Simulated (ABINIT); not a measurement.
GaAs: relaxation of cell and atoms with PBE

GaAs:

```
CELL_PARAMETERS angstrom
0.00000 2.82685 2.82685
2.82685 0.00000 2.82685
2.82685 2.82685 0.00000
ATOMIC_POSITIONS crystal
As 0.75000 0.75000 0.75000
Ga 0.00000 0.00000 0.00000
```

| Item | Value |
| --- | --- |
| Program | ABINIT 10.8.3 (patched build) |
| Task | relaxation of cell and atoms |
| Functional | PBE |
| Potentials or basis | JTH PAW PBE v2.0 |
| Cutoff | 463 eV |
| k mesh | 8 × 8 × 8 |
| Occupations | fermi-dirac, width 0.05 eV |
| Spin | no spin polarisation |
| Cell freedom (optcell) | 2 |
| Cutoff smearing ecutsm (Ha) | 0.5 |
| Optimiser (ionmov) | 2 |
| Force stop (Ha/bohr) | 0.0005 |
| Fine-grid cutoff | 925.187 eV |

```json
{
  "Relaxed volume": "23.73 Å³/atom",
  "Relaxed cell": "a = 4.064 Å, b = 4.064 Å, c = 4.064 Å, α = 60.00°, β = 60.00°, γ = 60.00°",
  "Space group after relaxing (to 0.05 Å)": "F-43m (No. 216)",
  "Energy gained by relaxing": "11.3 meV/atom",
  "Ionic steps": "4",
  "Pressure after relaxing": "0.0 GPa",
  "Band gap on the k mesh": "0.15 eV, direct",
  "Valence electrons inside the program's atomic spheres": "As 12.69; Ga 11.02"
}
```

The path:
| step | energy change (eV) | largest force (eV/Å) | pressure (GPa) | volume (Å³) |
| --- | --- | --- | --- | --- |
| 1 | 0.0000 | 0.0000 | 3.35 | 45.18 |
| 2 | -0.0086 | 0.0000 | 2.58 | 45.64 |
| 3 | -0.0226 | 0.0000 | 0.19 | 47.31 |
| 4 | -0.0227 | 0.0000 | 0.01 | 47.45 |

Final structure:
```yaml
crystal:
  lattice:
    - [0.00000, 2.87351, 2.87351]
    - [2.87351, 0.00000, 2.87351]
    - [2.87351, 2.87351, 0.00000]
  atoms:
    - { symbol: As, position: [0.75000, 0.75000, 0.75000] }
    - { symbol: Ga, position: [0.00000, 0.00000, 0.00000] }
```

Levels at points of the mesh, in eV from the valence-band top:
```csv
k point,band 12,band 13,band 14,band 15,band 16,band 17
"(0.00, 0.00, 0.00)",0.00,0.00,0.00,0.15,3.72,3.72
"(0.50, 0.00, 0.00)",-6.37,-1.07,-1.07,0.87,4.62,4.62
"(0.50, 0.50, 0.00)",-6.59,-2.51,-2.51,1.56,1.68,9.78
```

Run time: 83 s on 1 thread of Arm Neoverse V1, on a shared host, peak memory 0.12 GiB.

PBE usually gives volumes a little too large and moduli too small. Zero-point motion and thermal expansion aren't in these numbers.
